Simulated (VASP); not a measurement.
Input of a VASP 6.6.1 run:

File INCAR:

```
SYSTEM = SiC
  PREC = Accurate
  ENCUT = 520
  EDIFF = 1E-8
  ISMEAR = 0
  SIGMA = 0.02
  LREAL = .FALSE.
  LASPH = .TRUE.
  NELM = 80
  ALGO = Fast
  ISIF = 2
  LWAVE = .FALSE.
  LCHARG = .FALSE.
  GGA = PE
  IVDW = 12
  IBRION = 6
  NFREE = 2
  POTIM = 0.015
  NSW = 1
  KPAR = 4
```

Contents of KPOINTS:

```
regular mesh
0
G
  12 12 6
  0 0 0
```

POSCAR

```
SiC                                     
1.0
    3.0697818762      0.0000000000      0.0000000000
   -1.5348909381      2.6585090869      0.0000000000
    0.0000000000      0.0000000000      5.0376998455
  Si              C             
     2     2
Direct
     0.3333333300000021    0.6666666699999979    0.0046027358413241
     0.6666666699999979    0.3333333300000021    0.5046027358413241
     0.3333333300000021    0.6666666699999979    0.3803972641586739
     0.6666666699999979    0.3333333300000021    0.8803972641586739
```

Potentials or basis: VASP PAW PBE potentials, release 64 (Si, C).

Command:

```bash
$ cat potpaw_PBE.64/Si/POTCAR potpaw_PBE.64/C/POTCAR > POTCAR
$ mpirun -np 4 vasp_std > vasp.out
```

Q: Estimate the dispersion energy per atom.

A: -0.303 eV.

Q: Predict the highest phonon frequency at Γ, LO-TO splitting left out.

A: 836 cm⁻¹.

Phonon frequencies in cm⁻¹ (negative: imaginary):
```tsv
q point	frequencies
(0.000, 0.000, 0.000)	0 0 0 257 257 596 764 764 768 797 797 836
```
